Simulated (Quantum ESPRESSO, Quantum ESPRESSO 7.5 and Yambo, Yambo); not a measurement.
**Beyond one shot: SiC (F-43m)**

Wanted: G0W0 and self-consistent gaps of SiC (F-43m), with the cost of the cycles.

Program: Quantum ESPRESSO 7.5 and Yambo 5.3.0. Level of theory: PBE and many-body steps on it, plane waves. Results are calculated unless marked as measured.

**The experiments to reproduce.**

- Gap 2.39 eV: band gap at cryogenic temperature; bulk crystal (literature value) (quoted in “Silicon carbide diodes for neutron detection”, 2020, arxiv:2009.14696).

- Gap 2.4 eV: Tauc optical (indirect) gap of annealed polycrystalline 3C-SiC; UV-VIS spectroscopic ellipsometry, Tauc analysis; film (CVD ultrathin polycrystalline film, annealed, about 5 nm grains) (“On-Demand CMOS-Compatible Fabrication of Ultrathin Self-Aligned SiC Nanowire Arrays”, 2018, pmc:6267454).

## 1. The structure

It takes space group F-43m (No. 216, cubic). Conventional cell: a = 4.358 Å, b = 4.358 Å, c = 4.358 Å, α = 90.00°, β = 90.00°, γ = 90.00°. Si has 4 C at 1.89 Å nearest. Nearest to C lie 4 Si at 1.89 Å. Farther neighbours are not listed.

The cell and positions come from the Crystallography Open Database and are kept as given unless a step says otherwise.

## 2. Empty states on the mesh, 4×4×4 mesh, 90 bands

This step: Quantum ESPRESSO 7.5; DFT, PBE, plane waves, norm-conserving pseudopotentials.

The sums over transitions need many empty states on a uniform mesh; this step solves for them.

File pw.in:

```
&control
  calculation = 'nscf'
  prefix = 'x'
  outdir = 'o'
  pseudo_dir = 'pseudo'
/
&system
  ibrav = 0
  nat = 2
  ntyp = 2
  ecutwfc = 74.0
  nbnd = 90
  force_symmorphic = .true.
/
&electrons
  conv_thr = 1e-9
  electron_maxstep = 80
  diago_full_acc = .true.
  diago_thr_init = 5e-6
/
ATOMIC_SPECIES
  Si 28.085 Si.upf
  C 12.011 C.upf
CELL_PARAMETERS angstrom
  -0.0000000000 2.1790000000 2.1790000000
  2.1790000000 -0.0000000000 2.1790000000
  2.1790000000 2.1790000000 -0.0000000000
ATOMIC_POSITIONS crystal
  Si 0.0000000000 0.0000000000 0.0000000000
  C 0.2500000000 0.2500000000 0.2500000000
K_POINTS automatic
  4 4 4 0 0 0
```

Run with:

```bash
$ OMP_NUM_THREADS=1 mpirun -n 4 pw.x -nk 4 -in pw.in > pw.out
```

The program printed:

```text
Program PWSCF v.7.5 starts

     This program is part of the open-source Quantum ESPRESSO suite
     for quantum simulation of materials; please cite
         "P. Giannozzi et al., J. Phys.:Condens. Matter 21 395502 (2009);
         "P. Giannozzi et al., J. Phys.:Condens. Matter 29 465901 (2017);
         "P. Giannozzi et al., J. Chem. Phys. 152 154105 (2020);
     in publications or presentations arising from this work. More details at

     Atomic positions and unit cell read from directory:
     o/x.save/

     Message from routine setup:
[...]
145.2228 145.9900

          k =-0.3536-0.3536 0.3536 (  1502 PWs)   bands (ev):

[...]
123.4968 124.9143 124.9143 125.8110 125.8110 126.4180 131.4412 131.4412
   135.5432 137.9082 141.3415 142.0679 142.0679 143.5491 143.5491 144.2158
   145.0731 147.0151

          k = 0.3536 0.0000 0.0000 (  1491 PWs)   bands (ev):

     [... further k-points ...]

     highest occupied, lowest unoccupied level (ev):     9.4961   10.8574

     XML data file, pseudopotentials, collected wavefunctions

=------------------------------------------------------------------------------=
   JOB DONE.
=------------------------------------------------------------------------------=
```

Elapsed: 1.9 s, on 4 MPI ranks of Arm Neoverse V2, shared host; peak memory 0.05 GiB.

Numbers from this step:

```
gap                                                           : 1.361 eV
k of the valence top                                          : 0, 0, 0
k of the conduction bottom                                    : 0, -0.5, -0.5
least direct gap                                              : 4.553 eV
k points computed                                             : 8
lowest point of the top converged band, above the valence top : 128.6364 eV
```

On this mesh the gap is 1.361 eV.

The density comes from a self-consistent run that is not shown.

## 3. Conversion and set-up

This step: Yambo 5.3.0; conversion and set-up on PBE, plane waves, norm-conserving pseudopotentials.

The states are converted to the many-body program's format and the q mesh is built.

Run with:

```bash
$ (cd o/x.save; p2y > p2y.log; mv SAVE ../..); yambo > setup.log
```

The program printed:

```text
 Yambo, version 5.3.0

 [02] CORE Variables Setup
 =========================

  [02.01] Unit cells
  ==================

  Cell kind             :  FCC
  Atoms in the cell     :  Si  C
  number of Si atoms    :  1
  number of C  atoms    :  1

  List of atomic masses
  Mass of Si    :  28.08500
  Mass of C     :  12.01100

  List of atomic coordinates    : [cc]
  Si1       :  0.000000  0.000000  0.000000  order 1
  C1       :  2.058857  2.058857  2.058857  order 2

  Alat factors          :  4.117713  4.117713  4.117713 [a.u.]
  Direct lattice volume :  139.6363 [a.u.]
[...]
==========================================

 IBZ Q-points                                      :   8
 BZ  Q-points                                      :   64

 K/Q-points units:
 rlu = crystal or reduced units; cc = cartesian coordinates; iku = interal k-units

 Q [1]          [rlu]:  0.000000  0.000000  0.000000
 Q [2]          [rlu]: -0.86518E-17 -0.86518E-17  0.25000
 Q [3]          [rlu]:  0.17304E-16  0.17304E-16 -0.50000
[...]
Q [7]          [rlu]: -0.47188E-17 -0.50000     -0.50000
 Q [8]          [rlu]:  0.250000 -0.500000 -0.250000

  [03.01] X indexes
  =================

   [03.01.01] Sigma indexes
   ========================

 [06] Game Over & Game summary
```

It took 1.8 s on 1 MPI rank; peak memory 0.23 GiB.

## 4. G0W0

G0W0 replaces the xc potential by the self-energy, built once from these orbitals. Only a window of levels is corrected, while the sums run over the empty bands that the input names.

This step: G0W0 on PBE, plane waves, norm-conserving pseudopotentials.

File gw1.in:

```
HF_and_locXC
gw0
dyson
ppa
em1d
rim_cut
RandQpts= 1000000
RandGvec= 1 RL
EXXRLvcs= 74 Ry
VXCRLvcs= 296 Ry
Chimod= "HARTREE"
% BndsRnXp
 1 | 90 |
%
NGsBlkXp= 15.5 Ry
% LongDrXp
 1 | 1 | 1 |
%
% GbndRnge
 1 | 90 |
%
DysSolver= "n"
ExtendOut
PPAPntXp= 27.21138 eV
% QPkrange
 1 | 8 | 1 | 8 |
%
```

Run with:

```bash
$ OMP_NUM_THREADS=1 mpirun -n 4 yambo -F gw1.in -J gw1 -C gw1 > gw1.log
```

The program printed:

```text
 Yambo, version 5.3.0

 [02] CORE Variables Setup
 =========================

  [... cell, symmetries and grids as in the set-up ...]

  [02.05] Energies & Occupations
  ==============================

  [X] === General ===
  [X] Electronic Temperature                        :  0.000000  0.000000 [eV K]
  [X] Bosonic    Temperature                        :  0.000000  0.000000 [eV K]
  [X] Finite Temperature mode                       : no
  [X] El. density                                   :  0.38662E+24 [cm-3]
  [X] Fermi Level                                   :  9.496076 [eV]

  [X] === Gaps and Widths ===
  [X] Conduction Band Min                           :  1.361350 [eV]
  [X] Valence Band Max                              :  0.000000 [eV]
  [X] Filled Bands                                  :   4
  [X] Empty Bands                                   :    5   90
  [X] Direct Gap                                    :  4.552957 [eV]
  [X] Direct Gap localized at k                     :   7
  [X] Indirect Gap                                  :  1.361350 [eV]
  [X] Indirect Gap between kpts                     :   1   7
  [X] Last valence band width                       :  4.691459 [eV]
  [X] 1st conduction band width                     :  4.862001 [eV]

 [03] Transferred momenta grid and indexing
 ==========================================

 IBZ Q-points                                      :   8
 BZ  Q-points                                      :   64

 K/Q-points units:
 rlu = crystal or reduced units; cc = cartesian coordinates; iku = interal k-units

 Q [1]          [rlu]:  0.000000  0.000000  0.000000
 Q [2]          [rlu]: -0.86518E-17 -0.86518E-17  0.25000
 Q [3]          [rlu]:  0.17304E-16  0.17304E-16 -0.50000
 Q [4]          [rlu]:  0.23594E-17  0.25000      0.25000
 Q [5]          [rlu]:  0.14582E-17  0.25000      0.50000
 Q [6]          [rlu]: -0.93719E-16  0.25000     -0.25000
 Q [7]          [rlu]: -0.47188E-17 -0.50000     -0.50000
 Q [8]          [rlu]:  0.250000 -0.500000 -0.250000

 [04] Coloumb potential Random Integration (RIM)
 ===============================================

  [04.01] RIM initialization
  ==========================

  * Diagonal components only detected *

  8 x (sBL volume)        :  0.222050 [a.u.]
  sBZ random points       :  1000000
  Points outside the sBZ  :   7996195
  RL volume               :  1.776402 [a.u.]
  Integrated volume       :  1.777248 [a.u.]

  [04.02] RIM integrals
  =====================

  Gamma point sphere radius             :  0.109842 [a.u.]
  Points outside the sphere             :   799659
  [Int_sBZ(q=0) 1/q^2]*(Vol_sBZ)^(-1/3) =:  7.764404
                                 should be <:  7.795600

  Summary of Coulomb integrals for non-metallic bands |Q|[au] RIM/Bare

  Q [1] 0.100000E-4 0.995998 * Q [2] 0.330365 1.064860
  Q [4] 0.381473 1.063764 * Q [6] 0.539484 1.026684
  Q [5] 0.632601 1.019317 * Q [3] 0.660731 1.017217
  Q [7] 0.762946 1.013693 * Q [8] 0.853000 1.010740

 [05] Dipoles
 ============

  [05.01] Setup: observables and procedures
  =========================================

 [06] Dynamic Dielectric Matrix (PPA)
 ====================================

 [WR./gw1//ndb.pp]---------------------------------------------------------------
  Brillouin Zone Q/K grids (IBZ/BZ)                :    8   64    8   64
  RL vectors                                       :  1917 [WF]
  Coulomb cutoff potential                         : none
  Electronic Temperature                           :  0.000000 [K]
  Bosonic    Temperature                           :  0.000000 [K]
  PPA    diel. fun.  energies                      : Perdew, Burke & Ernzerhof(X)+Perdew, Burke & Ernzerhof(C)
  wavefunctions                                    : Perdew, Burke & Ernzerhof(X)+Perdew, Burke & Ernzerhof(C)
  Global Gauge                                     : length
  X matrix size                                    :  181
  X band range                                     :    1   90
  X e/h energy range                               : -1.000000 -1.000000 [eV]
  X Time ordering                                  : R
  X Hxc Kernel                                     : HARTREE
  X Drude frequency                                :  0.000000  0.000000
  X poles                                          :  100.0000 [o/o]
  RL vectors in the sum                            :  1917
  [r,Vnl] included                                 : yes
  Field direction                                  :  0.577350E-5  0.577350E-5  0.577350E-5
  BZ energy Double Grid                            : no
  BZ energy DbGd points                            : 0
  BZ Q point size factor                           : -1.000000
  X Optical Averaged directions                    : none

 [07] Local Exchange-Correlation + Non-Local Fock
 ================================================

 [VXC] Plane waves :  12039
 [EXS] Plane waves :  1471

 QP @ state[ 1 ] K range:   1   8
 QP @ state[ 1 ] b range:   1   8

 [xc] Functional : Perdew, Burke & Ernzerhof(X)+Perdew, Burke & Ernzerhof(C)
 [xc] LIBXC used to calculate xc functional
  PP Number of Atomic Species                      :  2
  NLCC RL compoments                               :  12039
  PP Number of Atomic Species                      :  2
  NLCC RL compoments                               :  12039

 [xc] E_xc :  -3.053998 [Ha]
      E_xc :  -6.107995 [Ry]

  Local XC kind (lXC) : Perdew, Burke & Ernzerhof(X)+Perdew, Burke & Ernzerhof(C)
  Non-Local XC kind (nlXC) : Hartree-Fock

  Corrections @ K [1] :  [eV]
 <1|nlXC|1> = -21.69495 -0.17412E-16 <1|lXC|1> = -12.79238 -0.56645E-15
 <2|nlXC|2> = -17.57125 -0.13068E-16 <2|lXC|2> = -14.95033  0.18882E-15
 <3|nlXC|3> = -17.57099  0.66382E-17 <3|lXC|3> = -14.95033  0.10966E-22
 <4|nlXC|4> = -17.57121  0.16382E-16 <4|lXC|4> = -14.95033  0.18882E-15
 <5|nlXC|5> = -7.437648  0.67928E-17 <5|lXC|5> = -13.20450  0.43090E-21
 <6|nlXC|6> = -5.781087  0.40699E-17 <6|lXC|6> = -11.30885  0.59018E-16
[...]
Corrections @ K [2] :  [eV]
[...]
Corrections @ K [3] :  [eV]
[...]
Corrections @ K [4] :  [eV]
[...]
Corrections @ K [5] :  [eV]
[...]
[... 2 further k-points ...]
  Corrections @ K [8] :  [eV]
[...]
<6|nlXC|6> = -4.994243 -0.17615E-17 <6|lXC|6> = -11.39469  0.47206E-16
 <7|nlXC|7> = -6.732266  0.16680E-17 <7|lXC|7> = -13.42077 -0.18881E-15
 <8|nlXC|8> = -5.254734  0.38790E-18 <8|lXC|8> = -10.98467  0.82611E-16

  [07.01] Hartree-Fock occupations report
  =======================================

  [Hartree-Fock] === General ===
  [Hartree-Fock] Electronic Temperature             :  0.000000  0.000000 [eV K]
  [Hartree-Fock] Bosonic    Temperature             :  0.000000  0.000000 [eV K]
  [Hartree-Fock] Finite Temperature mode            : no
  [Hartree-Fock] El. density                        :  0.38662E+24 [cm-3]
  [Hartree-Fock] Fermi Level                        :  9.496076 [eV]

  [Hartree-Fock] === Gaps and Widths ===
  [Hartree-Fock] Conduction Band Min                :  5.601618 [eV]
  [Hartree-Fock] Valence Band Max                   : -2.620877 [eV]
  [Hartree-Fock] Filled Bands                       :   4
  [Hartree-Fock] Empty Bands                        :    5   90
  [Hartree-Fock] Direct Gap                         :  12.62425 [eV]
  [Hartree-Fock] Direct Gap localized at k          :   7
  [Hartree-Fock] Indirect Gap                       :  8.222495 [eV]
  [Hartree-Fock] Indirect Gap between kpts          :   1   7
  [Hartree-Fock] Last valence band width            :  5.916179 [eV]
  [Hartree-Fock] 1st conduction band width          :  6.388587 [eV]

 [08] Dyson equation: Newton solver
 ==================================

  [08.01] G0W0 (W PPA)
  ====================

  [  GW  ] Bands range     :    1   90
  [GW/PPA] G damping       :  0.100000 [eV]

  QP @ state[ 1 ] K range:   1   8
  QP @ state[ 1 ] b range:   1   8

   Sc/G bands                                       :    1   90
   Sc/G damping                                     :  0.100000 ev
   Sc bands terminator                              : no
   Sx RL components                                 :  1471

   QP @ state[ 1 ] K range                          :   1   8
   QP @ state[ 1 ] b range                          :   1   8
   GF energies kind                                 : Perdew, Burke & Ernzerhof(X)+Perdew, Burke & Ernzerhof(C)
   GF WF`s kind                                     : Perdew, Burke & Ernzerhof(X)+Perdew, Burke & Ernzerhof(C)
   Xs energies kind                                 : Perdew, Burke & Ernzerhof(X)+Perdew, Burke & Ernzerhof(C)
   Xs WF`s kind                                     : Perdew, Burke & Ernzerhof(X)+Perdew, Burke & Ernzerhof(C)

 [11] Game Over & Game summary
```

Wall time 100 s (4 MPI ranks); peak memory 1.2 GiB; 6.6 min of CPU time.

This step gave:

```
G0W0 gap on the mesh                         : 2.070 eV
starting gap on the mesh                     : 1.361 eV
k of the valence top                         : 0, 0, 0
k of the conduction bottom                   : 0, -0.5, -0.5
least direct G0W0 gap on the computed points : 5.581 eV
Z at the valence top                         : 0.7973
Z at the conduction bottom                   : 0.8240
```

The gap on the mesh goes from 1.36 eV to 2.07 eV, a correction of +0.71 eV.

## 5. evGW0, cycle 1

This step: evGW0 on PBE, plane waves, norm-conserving pseudopotentials.

gw2.in, as its differences from gw1.in of step 4:

```diff
@@ -27 +27,2 @@
 %
+GfnQPdb= "E < ./gw1/ndb.QP"
```

Run with:

```bash
$ OMP_NUM_THREADS=1 mpirun -n 4 yambo -F gw2.in -J gw2,gw1_W -C gw2 > gw2.log
```

The program printed:

```text
 Yambo, version 5.3.0

 [02] CORE Variables Setup
 =========================

  [... cell, symmetries and grids as in the set-up ...]

  [02.05] Energies & Occupations
  ==============================

  [X] === General ===
  [X] Electronic Temperature                        :  0.000000  0.000000 [eV K]
  [X] Bosonic    Temperature                        :  0.000000  0.000000 [eV K]
  [X] Finite Temperature mode                       : no
  [X] El. density                                   :  0.38662E+24 [cm-3]
  [X] Fermi Level                                   :  9.496076 [eV]

  [X] === Gaps and Widths ===
  [X] Conduction Band Min                           :  1.361350 [eV]
  [X] Valence Band Max                              :  0.000000 [eV]
  [X] Filled Bands                                  :   4
  [X] Empty Bands                                   :    5   90
  [X] Direct Gap                                    :  4.552957 [eV]
  [X] Direct Gap localized at k                     :   7
  [X] Indirect Gap                                  :  1.361350 [eV]
  [X] Indirect Gap between kpts                     :   1   7
  [X] Last valence band width                       :  4.691459 [eV]
  [X] 1st conduction band width                     :  4.862001 [eV]

 [03] Transferred momenta grid and indexing
 ==========================================

 IBZ Q-points                                      :   8
 BZ  Q-points                                      :   64

 K/Q-points units:
 rlu = crystal or reduced units; cc = cartesian coordinates; iku = interal k-units

 Q [1]          [rlu]:  0.000000  0.000000  0.000000
 Q [2]          [rlu]: -0.86518E-17 -0.86518E-17  0.25000
 Q [3]          [rlu]:  0.17304E-16  0.17304E-16 -0.50000
[...]
[G+QP] Direct Gap localized at k                  :   7
  [G+QP] Indirect Gap                               :  2.069607 [eV]
  [G+QP] Indirect Gap between kpts                  :   1   7
  [G+QP] Last valence band width                    :  5.057922 [eV]
  [G+QP] 1st conduction band width                  :  5.057884 [eV]

  [coarse-grid] Minimum Bare Gap        [ev]:  1.361350
  [coarse-grid] Minimum Gap Correction  [ev]:  0.708257

  Eqp @ K [1]
   -15.6785    -0.110034E-3   0.00000    -0.878912E-4   7.12740      8.19091      8.19094      8.19082
  Eqp @ K [2]
  -14.53574  -4.65225  -0.67948  -0.67932   6.86995   8.85954   8.85942  10.51359
  Eqp @ K [3]
  -12.31734  -9.05620  -1.18030  -1.18036   6.32941   8.18620   8.18618  11.14664
  Eqp @ K [4]
  -14.11751  -3.63453  -2.14315  -2.14286   4.82595   7.35274  11.66265  11.66265
  Eqp @ K [5]
  -11.88179  -7.46910  -4.28519  -2.55467   4.56459   9.09890  11.54917  11.57812
  [... 2 further k-points ...]
  Eqp @ K [8]
  -10.66582  -7.47040  -5.37429  -5.05801   6.22260  10.34704  10.76697  10.74251

 [07] Dipoles
 ============

  [07.01] Setup: observables and procedures
  =========================================

 [08] Dynamic Dielectric Matrix (PPA)
 ====================================

   Sc/G bands                                       :    1   90
   Sc/G damping                                     :  0.100000 ev
   Sc bands terminator                              : no
   Sx RL components                                 :  1471

   QP @ state[ 1 ] K range                          :   1   8
   QP @ state[ 1 ] b range                          :   1   8
   GF energies kind                                 : Perdew, Burke & Ernzerhof(X)+Perdew, Burke & Ernzerhof(C)+ E < ./gw1/ndb.QP + @E Fit
   GF WF`s kind                                     : Perdew, Burke & Ernzerhof(X)+Perdew, Burke & Ernzerhof(C)
   Xs energies kind                                 : Perdew, Burke & Ernzerhof(X)+Perdew, Burke & Ernzerhof(C)
   Xs WF`s kind                                     : Perdew, Burke & Ernzerhof(X)+Perdew, Burke & Ernzerhof(C)

 [13] Game Over & Game summary
```

It took 92 s on 4 MPI ranks; peak memory 1.1 GiB; 6.2 min of CPU time.

This step gave:

* quasiparticle gap on the mesh: 2.148 eV
* gap of the density functional on the mesh: 1.361 eV
* k of the valence top: 0, 0, 0
* k of the conduction bottom: 0, -0.5, -0.5
* least direct quasiparticle gap on the computed points: 5.704 eV
* Z at the valence top: 0.8010
* Z at the conduction bottom: 0.8317

Against G0W0 in Yambo (4×4×4 mesh, 90 bands, screening to 210.9 eV, Godby-Needs plasmon pole), the gap moves by +0.079 eV.

The program's own table gives 2.268 eV, which is too large where the input levels are shifted: this version takes Σc at the unshifted level E₀, yet steps from the shifted one. The value above is the Newton step from E₀, E₀ + Z(Σc + Σx − Vxc), rebuilt from the printed columns.

(Continued in part 2 of 2.)

[Paths, hosts, dates, memory and timing lines, banners, echoed tables and standing remarks are left out of the program output.]

[Logs are printed without paths, hosts, clocks, repeated set-up lines and the standing remarks that a program may print on its own settings, such as how far it seeks lower states.]

[Runs of the session that timed out or met a known fault of the program may be left out.]

[Hosts, paths, dates, database ids (printed as entryN), source tags and the programs' standing remarks are cut or masked in the printed files.]
